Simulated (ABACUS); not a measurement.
# HfB2 (P6/mmm) in ABACUS: equation of state, part 2 of 2

ABACUS 3.10.1.

## Step 5: Equation of state, PBE, 9.90 Å³/atom

File INPUT:

```
INPUT_PARAMETERS
suffix              HfB2
calculation         scf
basis_type          pw
pseudo_dir          ./
symmetry            1
dft_functional      pbe
ecutwfc             76
pseudo_rcut         10
nspin               1
nbands              13
ks_solver           dav
smearing_method     fd
smearing_sigma      0.00367493
scf_thr             1e-08
scf_nmax            100
mixing_type         broyden
mixing_beta         0.7
cal_force           1
cal_stress          1
kpar                4
```

File STRU:

```
ATOMIC_SPECIES
Hf 178.4900 Hf.upf
B 10.8100 B.upf

LATTICE_CONSTANT
1.8897261246

LATTICE_VECTORS
3.1400000000 0.0000000000 0.0000000000
-1.5700000000 2.7193197679 0.0000000000
0.0000000000 0.0000000000 3.4800000000

ATOMIC_POSITIONS
Direct

Hf
0.0
1
0.0000000000 0.0000000000 0.0000000000 1 1 1

B
0.0
2
0.6666666667 0.3333333333 0.5000000000 1 1 1
0.3333333333 0.6666666667 0.5000000000 1 1 1
```

File KPT:

```
K_POINTS
0
Gamma
10 10 8 0 0 0
```

Command:

```console
$ OMP_NUM_THREADS=1 mpirun -np 4 abacus > log
```

It took 7.4 s on 4 MPI ranks of Intel Xeon Platinum 8488C (Sapphire Rapids), shared host; peak memory 0.32 GiB.

It converged, with:

- Free energy: -1698.1509 eV
- Pressure: 1.7 GPa
- Band gap on the k mesh: none (metal or under the smearing width)

Caveat: there are fewer bands than atomic start orbitals, so a level may be missed at k points of high symmetry.

## Step 6: Equation of state, PBE, 10.10 Å³/atom (volume scaled by 1.02)

INPUT is that of step 5.

STRU: that of step 5 with these lines changed.

```diff
@@ -8,5 +8,5 @@
 LATTICE_VECTORS
-3.1400000000 0.0000000000 0.0000000000
--1.5700000000 2.7193197679 0.0000000000
-0.0000000000 0.0000000000 3.4800000000
+3.1607953080 0.0000000000 0.0000000000
+-1.5803976540 2.7373290329 0.0000000000
+0.0000000000 0.0000000000 3.5030470293
```

KPT is that of step 5.

Potentials or basis: PseudoDojo NC SR 0.4.1 PBE standard, plane waves.

Command:

```console
$ OMP_NUM_THREADS=1 mpirun -np 4 abacus > log
```

Wall time 7.6 s (4 MPI ranks of Intel Xeon Platinum 8488C (Sapphire Rapids), shared host); peak memory 0.32 GiB.

The run converged. Its results:

```yaml
Free_energy: -1698.1481 eV
Pressure: -3.2 GPa
Band_gap_on_the_k_mesh: none (metal or under the smearing width)
```

Caveat: there are fewer bands than atomic start orbitals, so a level may be missed at k points of high symmetry.

## Step 7: Equation of state, PBE, 10.30 Å³/atom (volume scaled by 1.04)

INPUT is that of step 6.

STRU: that of step 6 with these lines changed.

```diff
@@ -8,5 +8,5 @@
 LATTICE_VECTORS
-3.1607953080 0.0000000000 0.0000000000
--1.5803976540 2.7373290329 0.0000000000
-0.0000000000 0.0000000000 3.5030470293
+3.1813205280 0.0000000000 0.0000000000
+-1.5906602640 2.7551043948 0.0000000000
+0.0000000000 0.0000000000 3.5257947253
```

KPT is that of step 6.

Potentials or basis: PseudoDojo NC SR 0.4.1 PBE standard, plane waves.

Command:

```console
$ OMP_NUM_THREADS=1 mpirun -np 4 abacus > log
```

running log:

```text
ABACUS v3.10.1

               Atomic-orbital Based Ab-initio Computation at UStc

 ------------------------------------------------------------------------------------

 READING GENERAL INFORMATION
                           global_out_dir = OUT.HfB2/
                           global_in_card = INPUT
                               pseudo_dir = ./
                              orbital_dir =
                                    DSIZE = 4
                                    GSIZE = 1

 READING UNITCELL INFORMATION
                                    ntype = 2
                  lattice constant (Bohr) = 1.88973
              lattice constant (Angstrom) = 1

 READING ATOM TYPE 1
                               atom label = Hf
                      L=0, number of zeta = 1
                      L=1, number of zeta = 1
                      L=2, number of zeta = 1
             number of atom for this type = 1

 READING ATOM TYPE 2
                               atom label = B
                      L=0, number of zeta = 1
                      L=1, number of zeta = 1
                      L=2, number of zeta = 1
             number of atom for this type = 2

                        TOTAL ATOM NUMBER = 3
DIRECT COORDINATES
    atom                   x                   y                   z     mag                  vx                  vy                  vz
taud_Hf1            0.0000000000        0.0000000000        0.0000000000  0.0000        0.0000000000        0.0000000000        0.0000000000
taud_B1            0.6666666667        0.3333333333        0.5000000000  0.0000        0.0000000000        0.0000000000        0.0000000000
taud_B2            0.3333333333        0.6666666667        0.5000000000  0.0000        0.0000000000        0.0000000000        0.0000000000

                          Volume (Bohr^3) = 208.545
                             Volume (A^3) = 30.9031

 Lattice vectors: (Cartesian coordinate: in unit of a_0)
             +3.18132                  +0                  +0
             -1.59066             +2.7551                  +0
                   +0                  +0            +3.52579
 Reciprocal vectors: (Cartesian coordinate: in unit of 2 pi/a_0)
            +0.314335           +0.181481                  -0
                   -0           +0.362963                  -0
[... 249 lines left out ...]
 E_Fermi        1.1858765810         16.1346786263
----------------------------------------------------------
[... 51 lines left out ...]
 Density error is 4.50836988254e-09
                          Error Threshold = 1.63639503331e-09
----------------------------------------------------------
     Energy           Rydberg                 eV
----------------------------------------------------------
 E_KohnSham     -124.8100517369      -1698.1278712965
 E_KS(sigma->0) -124.8099610288      -1698.1266371498
 E_Harris       -124.8100136633      -1698.1273532792
 E_band         -5.7123121442        -77.7199939152
 E_one_elec     -8.1569832229        -110.9814503218
 E_Hartree      13.3546214800        181.6989467612
 E_xc           -33.5766419025       -456.8336495795
 E_Ewald        -96.4308666753       -1312.0092498631
 E_entropy(-TS) -0.0001814162        -0.0024682934
 E_descf        0.0000000000         0.0000000000
 E_exx          0.0000000000         0.0000000000
 E_Fermi        1.1614241151         15.8019857599
----------------------------------------------------------

 charge density convergence is achieved
 final etot is -1698.1278713 eV
 EFERMI = 15.80198576 eV

 STATE ENERGY(eV) AND OCCUPATIONS    NSPIN == 1
 1/18 kpoint (Cartesian) = 0.0000 0.0000 0.0000 (2341 pws)
       1       -46.0260     0.00250000
       2       -14.8436     0.00250000
       3       -14.4116     0.00250000
       4       -14.4116     0.00250000
       5        2.34892     0.00250000
       6        12.9749     0.00250000
       7        13.0459     0.00250000
       8        13.0459     0.00250000
       9        13.0860     0.00250000
      10        19.7215    2.25647e-37
      11        20.3188    1.46470e-42
      12        20.3188    1.46470e-42
      13        20.5993    5.35396e-45
[... 61 lines left out ...]
 6/18 kpoint (Cartesian) = 0.15717 0.27222 0.0000 (2318 pws)
       1       -45.9853     0.00750000
       2       -15.0743     0.00750000
       3       -14.7296     0.00750000
       4       -14.5658     0.00750000
       5        6.28914     0.00750000
       6        6.86127     0.00750000
       7        11.8796     0.00750000
       8        12.4879     0.00750000
       9        13.1291     0.00750000
      10        17.9081    3.81921e-21
      11        18.4996    2.77801e-26
      12        21.1534    2.47469e-49
      13        21.3306    7.14238e-51

[... levels at 12 further k points ...]

------------------------------------------------------------------------------------------
 TOTAL-FORCE (eV/Angstrom)
------------------------------------------------------------------------------------------
                       Hf1         0.0000000000         0.0000000000         0.0000000000
                        B1         0.0000000000         0.0000000000         0.0000000000
                        B2         0.0000000000         0.0000000000         0.0000000000
------------------------------------------------------------------------------------------

----------------------------------------------------------------
 TOTAL-STRESS (KBAR)
----------------------------------------------------------------
       -84.5331472812        -0.0000000000        -0.0000000000
         0.0000000000       -84.5331472830         0.0000000000
         0.0000000000        -0.0000000000       -61.2276563346
----------------------------------------------------------------
 TOTAL-PRESSURE: -76.764650 KBAR

 --------------------------------------------
 !FINAL_ETOT_IS -1698.1278712964979150 eV
 --------------------------------------------
```

stdout:

```text
ABACUS v3.10.1

               Atomic-orbital Based Ab-initio Computation at UStc

%%%%%%%%%%%%%%%%%%%%%%%%%%%%%%%%%%%%%%%%%%%%%%%%%%%%%%%%%%%%%%%%%%%%%%%%%%%%%%%%%%%%%%%%%%%%%%%%%%%%%%%%%
 Warning: the number of valence electrons in pseudopotential > 4 for Hf: [Xe] 4f14 5d2 6s2
[... 32 lines left out ...]
 TOTAL-STRESS (KBAR)
----------------------------------------------------------------
       -84.5331472812        -0.0000000000        -0.0000000000
         0.0000000000       -84.5331472830         0.0000000000
         0.0000000000        -0.0000000000       -61.2276563346
----------------------------------------------------------------
 TOTAL-PRESSURE: -76.764650 KBAR
```

Run time: 7.5 s. Hardware: 4 MPI ranks of Intel Xeon Platinum 8488C (Sapphire Rapids), shared host; peak memory 0.32 GiB.

What came out:

```
Free energy            : -1698.1279 eV
Pressure               : -7.7 GPa
Band gap on the k mesh : none (metal or under the smearing width)
```

Caveat: there are fewer bands than atomic start orbitals, so a level may be missed at k points of high symmetry.

## Step 8: Equation of state, PBE, 10.50 Å³/atom (volume scaled by 1.06)

INPUT is that of step 7.

STRU: that of step 7 with these lines changed.

```diff
@@ -8,5 +8,5 @@
 LATTICE_VECTORS
-3.1813205280 0.0000000000 0.0000000000
--1.5906602640 2.7551043948 0.0000000000
-0.0000000000 0.0000000000 3.5257947253
+3.2015842624 0.0000000000 0.0000000000
+-1.6007921312 2.7726533036 0.0000000000
+0.0000000000 0.0000000000 3.5482526220
```

KPT is that of step 7.

Command:

```console
$ OMP_NUM_THREADS=1 mpirun -np 4 abacus > log
```

Run time: 7.6 s. Hardware: 4 MPI ranks of Intel Xeon Platinum 8488C (Sapphire Rapids), shared host; peak memory 0.36 GiB.

It converged, with:

```yaml
Free_energy: -1698.0919 eV
Pressure: -11.7 GPa
Band_gap_on_the_k_mesh: none (metal or under the smearing width)
```

Caveat: there are fewer bands than atomic start orbitals, so a level may be missed at k points of high symmetry.

## Step 9: Equation of state, PBE

Potentials or basis: PseudoDojo NC SR 0.4.1 PBE standard, plane waves.

No new run: the results of the series are fitted here.

Results:

```yaml
Equilibrium_volume: 9.97 Å³/atom
Bulk_modulus_at_fixed_shape_and_positions: 251 GPa
Pressure_derivative_of_the_bulk_modulus: 3.9
```

Energy against volume, from the lowest point:
```tsv
volume (Å³/atom)	energy (meV/atom)
9.311	38.19
9.509	17.94
9.707	5.45
9.905	0.00
10.103	0.93
10.301	7.66
10.499	19.66
```

Caveat: the cell was scaled at fixed shape and fractional positions, which overstates the stiffness of a crystal with free parameters, most of all of layers and chains. Spin-orbit coupling is left out, which matters for the levels of Hf.
